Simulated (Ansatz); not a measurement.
Level of theory: DFT PBE, scalar-relativistic, plane waves, PAW in Ansatz 0.2.0.

Levels along Γ–X–S–Y–Γ–Z–U–R–T–Z | X–U | Y–T | S–R, in eV from the Fermi level, sorted by energy at each point. Points in fractions of the primitive reciprocal vectors: Γ (0.000 0.000 0.000), X (0.500 0.000 0.000), S (0.500 0.500 0.000), Y (0.000 0.500 0.000), Z (0.000 0.000 0.500), U (0.500 0.000 0.500), R (0.500 0.500 0.500), T (0.000 0.500 0.500).
```
point  k (1/Å, with 2π)  band 19  band 20  band 21  band 22  band 23  band 24  band 25
    Γ             0.000    -2.27    -1.95    -1.93    -1.12     0.84     2.86     5.15
    -             0.148    -2.22    -2.18    -1.95    -0.84     0.30     2.95     5.28
    -             0.297    -2.30    -2.16    -1.97    -0.55    -0.30     3.13     5.15
    -             0.446    -2.24    -2.22    -1.88    -1.06     0.32     3.37     3.99
    -             0.594    -2.39    -2.19    -1.76    -1.29     1.01     2.99     3.29
    -             0.743    -2.51    -2.23    -1.67    -1.43     1.76     2.23     2.52
    -             0.891    -2.49    -2.33    -1.62    -1.54     1.77     1.90     2.58
    X             1.040    -2.48    -2.48    -1.60    -1.60     1.65     1.65     3.47
    -             1.176    -2.38    -2.38    -1.60    -1.60     1.62     1.62     2.90
    -             1.313    -2.12    -2.12    -1.60    -1.60     1.36     1.36     2.19
    -             1.449    -1.84    -1.84    -1.60    -1.60     0.75     0.75     2.05
    -             1.586    -1.68    -1.68    -1.63    -1.63     0.42     0.42     2.13
    -             1.722    -1.78    -1.78    -1.60    -1.60     0.59     0.59     2.25
    -             1.859    -1.91    -1.91    -1.59    -1.59     1.06     1.06     2.21
    S             1.995    -1.97    -1.97    -1.59    -1.59     1.48     1.48     1.94
    -             2.144    -1.98    -1.98    -1.56    -1.56     1.08     1.08     2.06
    -             2.292    -1.99    -1.99    -1.48    -1.48     0.66     0.66     1.88
    -             2.441    -2.02    -2.02    -1.46    -1.46     0.64     0.64     1.67
    -             2.589    -2.06    -2.06    -1.63    -1.63     1.10     1.10     1.66
    -             2.738    -2.10    -2.10    -1.86    -1.86     1.25     1.25     2.52
    -             2.886    -2.16    -2.16    -2.01    -2.01     1.22     1.22     3.80
    Y             3.035    -2.20    -2.20    -2.05    -2.05     1.21     1.21     4.61
    -             3.171    -2.29    -2.13    -2.02    -2.00     1.31     1.36     3.82
    -             3.308    -2.37    -2.09    -2.00    -1.88     1.66     1.81     3.08
    -             3.444    -2.40    -2.08    -1.99    -1.77     2.25     2.40     2.54
    -             3.581    -2.33    -2.10    -2.01    -1.69     1.80     3.03     3.44
    -             3.717    -2.17    -2.16    -1.99    -1.57     1.31     3.94     4.01
    -             3.854    -2.23    -2.01    -1.95    -1.32     0.97     3.34     4.80
    Γ             3.990    -2.27    -1.95    -1.93    -1.12     0.84     2.86     5.15
    -             4.085    -2.29    -1.95    -1.83    -1.04     0.90     2.84     5.03
    -             4.181    -2.34    -1.95    -1.51    -0.80     1.07     2.78     4.57
    -             4.276    -2.41    -1.96    -0.94    -0.46     1.33     2.70     3.99
    -             4.371    -2.49    -1.97    -0.17    -0.05     1.67     2.61     3.38
    -             4.466    -2.56    -1.98     0.41     0.71     2.04     2.54     2.77
    -             4.562    -2.60    -1.99     0.89     1.61     2.19     2.39     2.49
    Z             4.657    -2.62    -1.99     1.21     1.83     2.13     2.50     2.56
    -             4.806    -2.59    -2.05     1.25     1.47     2.01     2.29     2.88
    -             4.954    -2.40    -2.15     0.31     1.35     1.94     2.51     2.58
    -             5.103    -2.23    -2.21    -0.59     0.70     1.54     2.95     3.24
    -             5.251    -2.22    -2.08    -1.18    -0.32     1.85     3.40     4.12
    -             5.400    -2.18    -2.06    -1.47    -0.97     2.30     3.95     4.73
    -             5.548    -2.14    -2.13    -1.50    -1.28     2.92     4.63     4.64
    U             5.697    -2.12    -2.12    -1.42    -1.42     3.71     3.71     5.27
    -             5.833    -2.02    -2.02    -1.42    -1.42     2.93     2.93     5.25
    -             5.970    -1.87    -1.87    -1.42    -1.42     1.80     1.80     4.60
    -             6.106    -1.75    -1.75    -1.42    -1.42     0.84     0.84     3.60
    -             6.243    -1.71    -1.71    -1.43    -1.43     0.18     0.18     2.57
    -             6.379    -1.75    -1.75    -1.47    -1.47    -0.18    -0.18     1.71
    -             6.516    -1.88    -1.88    -1.51    -1.51    -0.32    -0.32     1.13
    R             6.652    -1.99    -1.99    -1.53    -1.53    -0.36    -0.36     0.93
    -             6.801    -1.98    -1.98    -1.48    -1.48    -0.28    -0.28     1.21
    -             6.949    -1.95    -1.95    -1.46    -1.46    -0.02    -0.02     1.97
    -             7.098    -1.91    -1.91    -1.51    -1.51     0.53     0.53     3.05
    -             7.246    -1.90    -1.90    -1.62    -1.62     1.43     1.43     4.21
    -             7.395    -1.90    -1.90    -1.75    -1.75     2.65     2.65     5.02
    -             7.543    -1.93    -1.93    -1.87    -1.87     4.06     4.06     5.24
    T             7.692    -1.97    -1.97    -1.91    -1.91     5.02     5.02     5.26
    -             7.828    -1.99    -1.97    -1.88    -1.86     4.33     5.04     5.10
    -             7.965    -2.05    -1.99    -1.71    -1.68     3.76     4.50     4.76
    -             8.101    -2.14    -2.01    -1.36    -1.30     3.30     3.79     4.50
    -             8.238    -2.28    -2.02    -0.91    -0.57     2.97     3.13     4.27
    -             8.374    -2.44    -2.02    -0.29     0.39     2.61     2.74     4.04
    -             8.511    -2.62    -2.00     0.54     1.35     2.25     2.61     3.41
    Z             8.647    -2.62    -1.99     1.21     1.83     2.13     2.50     2.56
    X             8.647    -2.48    -2.48    -1.60    -1.60     1.65     1.65     3.47
    -             8.742    -2.46    -2.46    -1.58    -1.58     1.79     1.79     3.48
    -             8.838    -2.40    -2.40    -1.54    -1.54     2.17     2.17     3.50
    -             8.933    -2.33    -2.33    -1.50    -1.50     2.75     2.75     3.55
    -             9.028    -2.25    -2.25    -1.47    -1.47     3.48     3.48     3.60
    -             9.123    -2.18    -2.18    -1.44    -1.44     3.65     3.65     4.26
    -             9.219    -2.14    -2.14    -1.43    -1.43     3.69     3.69     4.96
    U             9.314    -2.12    -2.12    -1.42    -1.42     3.71     3.71     5.27
    Y             9.314    -2.20    -2.20    -2.05    -2.05     1.21     1.21     4.61
    -             9.409    -2.19    -2.19    -2.04    -2.04     1.34     1.34     4.63
    -             9.504    -2.15    -2.15    -2.02    -2.02     1.72     1.72     4.68
    -             9.600    -2.10    -2.10    -1.99    -1.99     2.31     2.31     4.75
    -             9.695    -2.05    -2.05    -1.96    -1.96     3.07     3.07     4.84
    -             9.790    -2.00    -2.00    -1.94    -1.94     3.93     3.93     4.93
    -             9.885    -1.98    -1.98    -1.92    -1.92     4.78     4.78     4.99
    T             9.981    -1.97    -1.97    -1.91    -1.91     5.02     5.02     5.26
    S             9.981    -1.97    -1.97    -1.59    -1.59     1.48     1.48     1.94
    -            10.076    -1.97    -1.97    -1.58    -1.58     1.42     1.42     1.73
    -            10.171    -1.98    -1.98    -1.57    -1.57     1.28     1.28     1.30
    -            10.266    -1.98    -1.98    -1.56    -1.56     0.82     0.82     1.15
    -            10.361    -1.99    -1.99    -1.54    -1.54     0.37     0.37     1.05
    -            10.457    -1.99    -1.99    -1.54    -1.54    -0.01    -0.01     0.98
    -            10.552    -1.99    -1.99    -1.53    -1.53    -0.26    -0.26     0.94
    R            10.647    -1.99    -1.99    -1.53    -1.53    -0.36    -0.36     0.93
```

The cell has space group Pmmn, 4 atoms and 44 electrons in the valence of the PAW potentials, and holds 2 elements, among them Ni; it is relaxed at this level.

Cutoff 420 eV, k mesh 16×14×10. No spin polarisation.

**Question.** Which material gives these bands?

**Answer.** SiNi, conventional cell a = 3.021 Å, b = 3.289 Å, c = 4.712 Å, α = 90.00°, β = 90.00°, γ = 90.00°. Other compounds weren't ruled out.

Spin polarisation was left out, and a magnetic state may lie lower.

It was relaxed from a cell as deposited in COD.
